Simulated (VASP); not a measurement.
# Li (Cmmm) in VASP: single point with PBE

Aim: the single point of Li with PBE.

Program: VASP 6.6.1. These are calculated values, not measurements. Logs are shortened: lines on timing, memory, paths and dates and some standing lists are left out, and cuts for length are marked.

### Step 1. The crystal as given

The structure is orthorhombic, space group Cmmm (No. 65). Conventional cell: a = 2.954 Å, b = 5.057 Å, c = 2.711 Å, α = 90.00°, β = 90.00°, γ = 90.00°. Around Li (site symmetry mmm) lie 8 Li at 2.71 to 2.95 Å.

The cell was built by a generator and needn't be a form met in nature.

### Step 2. Single point, PBE

Contents of INCAR:

```
SYSTEM = Li
PREC     = Accurate       ! precision mode
ENCUT    = 520            ! plane-wave cutoff, eV
EDIFF    = 1E-7           ! SCF threshold, eV
ISMEAR   = 0              ! smearing method
SIGMA    = 0.1            ! smearing width, eV
LREAL    = .False.        ! projectors in reciprocal space
LASPH    = .True.         ! aspherical terms in the spheres
NELM     = 100            ! most SCF steps
ALGO     = Fast           ! electronic algorithm
ISIF     = 2              ! what is computed and relaxed
LWAVE    = .False.        ! write WAVECAR
LCHARG   = .True.         ! write CHGCAR
GGA      = PE             ! functional
LELF     = .True.         ! ELF
LVHAR    = .True.       
NBANDS   = 22             ! bands
```

Contents of KPOINTS:

```
Automatic mesh
0
Gamma
  10 6 8
  0 0 0
```

Contents of POSCAR:

```
Li
1.0
    5.0567312561      0.0000000000      0.0000000000
    0.0000000000      5.9083887053      0.0000000000
    0.0000000000      0.0000000000      5.4220305744
Li
8
Direct
    0.2499967864      0.6249851147      0.0000000000
    0.2499993539      0.6249954757      0.5000000000
    0.7500032136      0.3750148853      0.0000000000
    0.7500006461      0.3750045243      0.5000000000
    0.2500032136      0.1249851147      0.5000000000
    0.2500006461      0.1249954757      0.0000000000
    0.7499993539      0.8750045243      0.0000000000
    0.7499967864      0.8750148853      0.5000000000
```

Potentials or basis: VASP PAW PBE potentials, release 64 (Li_sv).

The run is started by

```bash
> cat potpaw_PBE.64/Li_sv/POTCAR > POTCAR
> mpirun -np 1 vasp_std > vasp.out
```

OUTCAR:

```text
SYSTEM = Li
   PREC = Accurate
   ENCUT = 520
   EDIFF = 1E-7
   ISMEAR = 0
   LREAL = .False.
   LASPH = .True.
   NELM = 100
   ISIF = 2
   GGA = PE

 ion  position               nearest neighbor table
   1  0.250  0.625  0.000-
   2  0.250  0.625  0.500-
   3  0.750  0.375  0.000-
   4  0.750  0.375  0.500-
   5  0.250  0.125  0.500-
   6  0.250  0.125  0.000-
   7  0.750  0.875  0.000-
   8  0.750  0.875  0.500-

  LATTYP: Found a simple orthorhombic cell.
 ALAT       =     5.0567312561
 B/A-ratio  =     1.0722402081
 C/A-ratio  =     1.1684205480

  Lattice vectors:

 A1 = (  -5.0567312561,   0.0000000000,   0.0000000000)
 A2 = (   0.0000000000,   0.0000000000,   5.4220305744)
 A3 = (   0.0000000000,   5.9083887053,   0.0000000000)

Analysis of symmetry for initial positions (statically):
=====================================================================
 Subroutine PRICEL returns following result:

  LATTYP: Found a base centered orthorhombic cell.
 ALAT       =     5.4220305744
 B/A-ratio  =     1.0897003667
 C/A-ratio  =     0.9326268428

  Lattice vectors:

 A1 = (  -0.0000065343,  -2.9541943527,  -2.7110152872)
 A2 = (   0.0000065343,   2.9541943527,  -2.7110152872)
 A3 = (   5.0567312561,   0.0000000000,   0.0000000000)

   2 primitive cells build up your supercell.

 Routine SETGRP: Setting up the symmetry group for a
 simple orthorhombic supercell.

 Subroutine GETGRP returns: Found  8 space group operations
 (whereof  4 operations were pure point group operations)
 out of a pool of  8 trial point group operations.

The static configuration has the point symmetry C_2h.
 The point group associated with its full space group is D_2h.

Analysis of symmetry for dynamics (positions and initial velocities):
=====================================================================
 Subroutine PRICEL returns following result:

  LATTYP: Found a base centered orthorhombic cell.
 ALAT       =     5.4220305744
 B/A-ratio  =     1.0897003667
 C/A-ratio  =     0.9326268428

  Lattice vectors:

 A1 = (  -0.0000065343,  -2.9541943527,  -2.7110152872)
 A2 = (   0.0000065343,   2.9541943527,  -2.7110152872)
 A3 = (   5.0567312561,   0.0000000000,   0.0000000000)

   2 primitive cells build up your supercell.

 Routine SETGRP: Setting up the symmetry group for a
 simple orthorhombic supercell.

 Subroutine GETGRP returns: Found  8 space group operations
 (whereof  4 operations were pure point group operations)
 out of a pool of  8 trial point group operations.

The dynamic configuration has the point symmetry C_2h.
 The point group associated with its full space group is D_2h.

 Subroutine INISYM returns: Found  8 space group operations
 (whereof  4 operations are pure point group operations),
 and found     2 'primitive' translations

----------------------------------------------------------------------------------------

                                     Primitive cell

  volume of cell :      80.9974

  direct lattice vectors                    reciprocal lattice vectors
    -0.000006534 -2.954194353 -2.711015287     0.000000000 -0.169250882 -0.184432748
     0.000006534  2.954194353 -2.711015287     0.000000000  0.169250882 -0.184432748
     5.056731256  0.000000000  0.000000000     0.197756208 -0.000000437  0.000000000

  length of vectors
     4.009597007  4.009597007  5.056731256     0.250322392  0.250322392  0.197756208

  position of ions in fractional coordinates (direct lattice)
     0.375014885  0.624985115  0.249995171
     0.875004524  0.124995476  0.250000323
     0.624985115  0.375014885  0.750002244
     0.124995476  0.875004524  0.749997093

  ion indices of the primitive-cell ions
   primitive index   ion index
                 1           1
                 2           6
                 3           3
                 4           7

----------------------------------------------------------------------------------------

 KPOINTS: Automatic mesh

Automatic generation of k-mesh.
 Grid dimensions read from file:
 generate k-points for:   10    6    8

 Generating k-lattice:

  Cartesian coordinates                     Fractional coordinates (reciprocal lattice)
     0.019775621  0.000000000  0.000000000     0.100000000  0.000000000  0.000000000
     0.000000000  0.028208480  0.000000000     0.000000000  0.166666667  0.000000000
     0.000000000  0.000000000  0.023054094     0.000000000  0.000000000  0.125000000

  Length of vectors
     0.019775621  0.028208480  0.023054094

  Shift w.r.t. Gamma in fractional coordinates (k-lattice)
     0.000000000  0.000000000  0.000000000

 Subroutine IBZKPT returns following result:
 ===========================================

 Found    120 irreducible k-points:

 Following reciprocal coordinates:
            Coordinates               Weight
  0.000000  0.000000  0.000000      1.000000
  0.100000  0.000000  0.000000      2.000000
  0.200000  0.000000  0.000000      2.000000
  0.300000  0.000000  0.000000      2.000000
  0.400000  0.000000  0.000000      2.000000
  0.500000  0.000000  0.000000      1.000000
[... 16 lines left out ...]
  0.400000  0.500000  0.000000      2.000000
  0.500000  0.500000  0.000000      1.000000
 [... further k-points ...]
   k-points           NKPTS =    120   k-points in BZ     NKDIM =    120   number of bands    NBANDS=     22
   number of dos      NEDOS =    301   number of ions     NIONS =      8
   total plane-waves  NPLWV =  76800
   dimension x,y,z NGX =    40 NGY =   48 NGZ =   40
   dimension x,y,z NGXF=    80 NGYF=   96 NGZF=   80
   ions per type =               8
   NGX,Y,Z   is equivalent  to a cutoff of  13.15, 13.51, 12.26 a.u.
   NGXF,Y,Z  is equivalent  to a cutoff of  26.30, 27.01, 24.53 a.u.
 SYSTEM =  Li
   PREC   = accura    normal or accurate (medium, high low for compatibility)
   ISTART =      0    job   : 0-new  1-cont  2-samecut
   ICHARG =      2    charge: 1-file 2-atom 10-const
   ISPIN  =      1    spin polarized calculation?
   LNONCOLLINEAR =      F non collinear calculations
   LSORBIT =      F    spin-orbit coupling
   LASPH  =      T    aspherical Exc in radial PAW
   ENCUT  =  520.0 eV  38.22 Ry    6.18 a.u.   9.40 10.99 10.08*2*pi/ulx,y,z
   NELM   =    100;   NELMIN=  2; NELMDL= -5     # of ELM steps
   EDIFF  = 0.1E-06   stopping-criterion for ELM
   LREAL  =      F    real-space projection
   EDIFFG = 0.1E-05   stopping-criterion for IOM
   NSW    =      0    number of steps for IOM
   IBRION =     -1    ionic relax: 0-MD 1-quasi-New 2-CG
   NFREE  =      0    steps in history (QN), initial steepest desc. (CG)
   ISIF   =      2    stress and relaxation
   ISYM   =      2    0-nonsym 1-usesym 2-fastsym
   POTIM  = 0.5000    time-step for ionic-motion
   TEBEG  =    0.0;   TEEND  =   0.0 temperature during run
   PSTRESS=    0.0 pullay stress
   NELECT =      24.0000    total number of electrons
   NUPDOWN=      -1.0000    fix difference up-down
   EMIN   =  10.00;   EMAX   =-10.00  energy-range for DOS
   EFERMI =   0.00;   METHOD = LEGACY
   ISMEAR =     0;   SIGMA  =   0.10  broadening in eV -4-tet -1-fermi 0-gaus
   EFERMI_NEDOS =   21; number of points for ismear=-14 and -15
   IALGO  =     68    algorithm
   IMIX   =      4    mixing-type and parameters
     AMIX     =   0.40;   BMIX     =  1.00
     AMIX_MAG =   1.60;   BMIX_MAG =  1.00
  volume/ion in A,a.u.               =      20.25       136.65
  Fermi-wavevector in a.u.,A,eV,Ry     =   0.866253  1.636982 10.209743  0.750395
  Thomas-Fermi vector in A             =   1.984615
   LORBIT       =      0    0 simple, 1 ext, 2 COOP (PROOUT), +10 PAW based schemes
   GGA     = PE    functional components
   LHFCALC =     F    Hartree Fock is set to
   AEXX    =    0.0000 exact exchange contribution
   IVDW    =     0    specifies the selected vdW correction
   LEPSILON=     F    determine dielectric tensor
   LRPA    =     F    only Hartree local field effects (RPA)
 non-spin polarized calculation
 RMM-DIIS sequential band-by-band and
 Gauss-broadening in eV      SIGMA  =   0.10
  energy-cutoff  :      520.00
  volume of cell :      161.99
 maximum number of plane-waves:      4400
 NGX is ok and might be reduce to    40
   NGX = 19   NGY = 21   NGZ = 21

 number of electron      24.0000070 magnetization

 Free energy of the ion-electron system (eV)
  ---------------------------------------------------
  ext. energy  EPLUGINS =         0.00000000
  ---------------------------------------------------
  free energy    TOTEN  =       -14.72648009 eV

  energy without entropy =      -14.70707331  energy(sigma->0) =      -14.71677670

 E-fermi :   0.5742     XC(G=0):  -7.0453

 val. band max:        0.5720373173   @ k =   0.3000   0.5000   0.3750
 cond. band min:       0.5804070133   @ k =   0.5000   0.3333   0.5000
 fundamental gap:      0.0083696959
 Fermi energy:         0.5741525598

 k-point     1 :       0.0000    0.0000    0.0000
  band No.  band energies     occupation
      1     -46.0571      2.00000
      2     -46.0377      2.00000
      3     -46.0377      2.00000
      4     -46.0367      2.00000
      5     -46.0343      2.00000
      6     -46.0165      2.00000
[... 14 lines left out ...]
     21       4.6966      0.00000
     22       4.6984      0.00000

 k-point     2 :       0.1000    0.0000    0.0000
  band No.  band energies     occupation
      1     -46.0566      2.00000
      2     -46.0377      2.00000
      3     -46.0377      2.00000
      4     -46.0372      2.00000
      5     -46.0338      2.00000
      6     -46.0166      2.00000
[... 14 lines left out ...]
     21       4.5044      0.00000
     22       4.5522      0.00000
[... 523 lines left out ...]
     21       5.8390      0.00000
     22       5.8440      0.00000

 k-point    24 :       0.5000    0.5000    0.0000
  band No.  band energies     occupation
      1     -46.0423      2.00000
      2     -46.0423      2.00000
      3     -46.0423      2.00000
      4     -46.0423      2.00000
      5     -46.0208      2.00000
      6     -46.0208      2.00000
[... 14 lines left out ...]
     21       6.4744      0.00000
     22       6.4745      0.00000

 [... further k-points ...]

------------------------ aborting loop because EDIFF is reached ----------------------------------------

  FORCE on cell =-STRESS in cart. coord.  units (eV):
  Direction    XX          YY          ZZ          XY          YZ          ZX
  --------------------------------------------------------------------------------------
  -------------------------------------------------------------------------------------
  Total       -0.0419382     -0.0605767     -0.1091193      0.0000000      0.0000000      0.0000000
  in kB       -0.4147811     -0.5991224     -1.0792230      0.0000000      0.0000000      0.0000000
  external PRESSURE =      -0.6977088 kB  Pullay stress =       0.0000000 kB

 VOLUME and BASIS-vectors are now :
 -----------------------------------------------------------------------------
  energy-cutoff  :      520.00
  volume of cell :      161.99
      direct lattice vectors                 reciprocal lattice vectors
     5.056731256  0.000000000  0.000000000     0.197756208  0.000000000  0.000000000
     0.000000000  5.908388705  0.000000000     0.000000000  0.169250882  0.000000000
     0.000000000  0.000000000  5.422030574     0.000000000  0.000000000  0.184432748

 POSITION                                       TOTAL-FORCE (eV/Angst)
 -----------------------------------------------------------------------------------
      1.26417      3.69265      0.00000        -0.000000      0.000135      0.000000
      1.26418      3.69272      2.71102         0.000000     -0.000022     -0.000000
      3.79256      2.21573      0.00000        -0.000000     -0.000135      0.000000
      3.79255      2.21567      2.71102         0.000000      0.000022     -0.000000
      1.26420      0.73846      2.71102        -0.000000      0.000135     -0.000000
      1.26419      0.73852      0.00000         0.000000     -0.000022     -0.000000
      3.79255      5.16987      0.00000         0.000000      0.000022     -0.000000
      3.79253      5.16993      2.71102         0.000000     -0.000135      0.000000
 -----------------------------------------------------------------------------------
    total drift:                               -0.012154      0.007250     -0.000000

  FREE ENERGIE OF THE ION-ELECTRON SYSTEM (eV)
  ---------------------------------------------------
  free  energy   TOTEN  =       -14.7264800878 eV

  energy  without entropy=      -14.7070733085  energy(sigma->0) =      -14.71677670
```

Wall time 5.6 min (1 thread of Intel Xeon 6975P-C (Granite Rapids), shared host); peak memory 0.43 GiB.

Results:

```
Free energy            : -14.7265 eV
Band gap on the k mesh : none (metal or under the smearing width)
```

Levels at points of the mesh, in eV from the Fermi level:
```
           k point  band 9  band 10  band 11  band 12  band 13  band 14  band 15  band 16
(0.00, 0.00, 0.00)   -3.49    -0.62    -0.37    -0.37    -0.11     2.09     2.88     3.41
(0.50, 0.00, 0.00)   -2.41    -2.41    -0.18    -0.18     0.80     0.80     2.71     2.71
(0.00, 0.50, 0.00)   -2.70    -2.70     0.42     0.42     0.96     0.96     2.51     2.52
(0.50, 0.50, 0.00)   -1.63    -1.63    -1.63    -1.63     1.82     1.82     1.82     1.82
(0.00, 0.00, 0.50)   -2.55    -2.55     0.73     0.73     0.73     0.73     1.11     1.11
(0.50, 0.00, 0.50)   -1.41    -1.41    -1.41    -1.41     1.05     1.05     1.05     1.05
(0.00, 0.50, 0.50)   -1.71    -1.71    -1.71    -1.71     2.17     2.17     2.17     2.17
(0.50, 0.50, 0.50)   -0.59    -0.59    -0.59    -0.59    -0.59    -0.59    -0.59    -0.59
```

Caveat: the cutoff is under 1.25 times the usual one of these potentials, so pressure, stress and relaxed cells hold a basis-set (Pulay) error.
